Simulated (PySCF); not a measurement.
# Basis set benchmark on one molecule

Molecule: `InChI=1S/C6H7N/c7-6-4-2-1-3-5-6/h1-5H,7H2`.

Atoms are numbered as in `[NH2:1][c:2]1[cH:3][cH:4][cH:5][cH:6][cH:7]1`. Each H is labelled by its parent atom.

Geometry PBE0-D3(BJ)/def2-SVP throughout; GIAO in PySCF, gas phase, one conformer, non-relativistic; equivalent atoms averaged; functional PBE0.

Reference values (measured; solution, diethyl ether, 325 K; Shapiro, Mohrmann, J. Phys. Chem. Ref. Data 1977, 6, 919): δ(H(C3)/H(C7)) = 6.54 ppm, δ(H(C4)/H(C6)) = 6.98 ppm, δ(H(C5)) = 6.53 ppm. Computed shifts are taken against TMS, calculated as an isolated molecule at each level.

Question: How do the basis sets STO-3G, pcSseg-0, 6-31G, 6-31G*, cc-pVDZ, def2-SVP, pcSseg-1, aug-cc-pVDZ, 6-311+G(2d,p), def2-TZVP, cc-pVTZ, IGLO-III perform against the reference? Times are CPU seconds on shared hosts with different chips, so compare them loosely.

Answer: 
```tsv
basis set	functions	H(C3)/H(C7)	H(C4)/H(C6)	H(C5)	mean abs. error H	core-s
STO-3G	42	5.95	6.78	6.44	0.29	3.4
pcSseg-0	77	6.30	7.07	6.53	0.11	8.2
6-31G	77	6.35	7.12	6.64	0.15	7.1
6-31G*	112	6.20	7.01	6.49	0.14	10
cc-pVDZ	133	6.30	7.03	6.54	0.10	12
def2-SVP	133	6.27	6.97	6.40	0.14	11
pcSseg-1	154	6.53	7.21	6.70	0.14	13
aug-cc-pVDZ	224	6.68	7.34	6.86	0.28	25
6-311+G(2d,p)	231	6.68	7.32	6.82	0.26	27
def2-TZVP	259	6.64	7.33	6.82	0.25	33
cc-pVTZ	308	6.60	7.29	6.80	0.21	42
IGLO-III	315	6.66	7.31	6.82	0.25	41
```

For 1H the closest is cc-pVDZ (0.10 ppm, with pcSseg-0 practically level) and the furthest STO-3G (0.29 ppm). Where a smaller basis beats a larger one, errors probably cancel. One molecule is a small sample, and vibrational and solvent effects are absent from the calculation.

A small basis that lands close on one nucleus may do so by chance; judge by the trend and by all nuclei.
